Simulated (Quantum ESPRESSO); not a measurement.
The system is Ti.

```
Ti
1.0
     2.95000    0.00000    0.00000
    -1.47500    2.55477    0.00000
     0.00000    0.00000    4.68000
Ti
2
Direct
  0.66667 0.33333 0.75000
  0.33333 0.66667 0.25000
```

```yaml
Program: Quantum ESPRESSO 7.5
Task: phonons
Functional: PW91
Potentials_or_basis: PseudoDojo 0.4.1 SR PBE standard
Cutoff: 1143 eV
Density_cutoff: 4572 eV
k_mesh: 8 × 8 × 5
Occupations: cold, width 0.2 eV
Spin: no spin polarisation
Mixing_beta: 0.5
Most_SCF_iterations: 120
SCF_threshold: 4e-10 Ry
```

The cell and the atoms were relaxed first, to 17.31 Å³/atom (a = 2.936 Å, b = 2.936 Å, c = 4.636 Å, α = 90.00°, β = 90.00°, γ = 120.00°), and the response was taken there.

```xyz
2
Lattice="2.9365 0.0000 0.0000 -1.4682 2.5431 0.0000 0.0000 0.0000 4.6356" Properties=species:S:1:pos:R:3 pbc="T T T"
Ti    1.4682    0.8477    3.4767
Ti    0.0000    1.6954    1.1589
```

Problem. Which optical modes does the crystal have at the zone centre, and which show in infrared and Raman spectra?

Solution. The optical modes are E2g + B1g. None is infrared active. Raman active: E2g.

Optical modes at Γ, degenerate ones joined:
```csv
cm⁻¹,components,symmetry,active in
130,2,E2g,Raman
176,1,B1g,silent
```

Caveat: the mesh is thin for the phonons of a metal; the potentials were made for another functional, which shifts forces and pressure; before the sum rule the acoustic modes lie tens of cm⁻¹ from zero, a sign that the density grid also shifts the optical modes.
